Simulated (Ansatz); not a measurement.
C4H6 can be A, `C=C1CC1`, or B, `C1=CCC1`.

Computed with Ansatz on PBE0-D4/def2-TZVP structures; ΔE is electronic, products minus reactants. CCSD(T)/CBS is the MP2 limit (def2-TZVPP, def2-QZVPP) plus CCSD(T) − MP2 in def2-TZVPP, frozen cores. DFT in def2-TZVPP. B3LYP here is the variant with VWN-RPA as its local correlation; programs differ in this.

A:

Z-matrix (Å, degrees):
```
C
C 1 1.458
C 1 1.528 2 58.4
H 1 1.085 2 118.7 3 106.6
H 1 1.085 2 118.7 3 -106.6
C 2 1.314 1 148.4 3 180.0
H 3 1.085 1 117.7 2 108.3
H 3 1.085 1 117.7 2 -108.3
H 6 1.085 2 121.2 1 0.0
H 6 1.085 2 121.2 1 -180.0
```

B:

Z-matrix (Å, degrees):
```
C
C 1 1.508
C 1 1.558 2 85.7
H 1 1.093 2 115.8 3 -115.6
H 1 1.094 2 115.8 3 115.6
C 2 1.334 1 94.3 3 -0.0
H 2 1.084 1 132.2 3 -180.0
H 3 1.094 1 114.8 2 -116.6
H 3 1.093 1 114.8 2 116.6
H 6 1.084 2 133.5 1 180.0
```

Question: Which is lower in electronic energy at CCSD(T)/CBS, and by how much? (An estimate is asked.)

Answer: Computed: B, by 35.4 kJ/mol.

Question: Give E(B) − E(A) in kJ/mol with BLYP-D4, B3LYP, PBE-D4, PBE0-D4, CCSD/def2-TZVPP, LDA (SPW92), CCSD(T)/def2-TZVPP. (Estimate.)

Answer: Ansatz gave: BLYP-D4 -20.1, B3LYP -20.9, PBE-D4 -24.1, PBE0-D4 -27.6, CCSD/def2-TZVPP -33.5, LDA (SPW92) -27.7, CCSD(T)/def2-TZVPP -34.4. None reverses the order clearly.

Question: Does the order hold for the free energy at 298.15 K (harmonic terms from PBE0-D4)? (Estimate.)

Answer: Computed: Yes: G(B) − G(A) = -30.8 kJ/mol.

Largest T1 diagnostic: 0.010.

In def2-TZVPP, CCSD(T) changes the Hartree–Fock value by −6.7 kJ/mol (the triples alone add −0.9 kJ/mol) and MP2 by −6.7 kJ/mol. At CCSD(T), def2-SVP lies +4.1 kJ/mol from the extrapolated value and def2-TZVPP +1.0 kJ/mol.
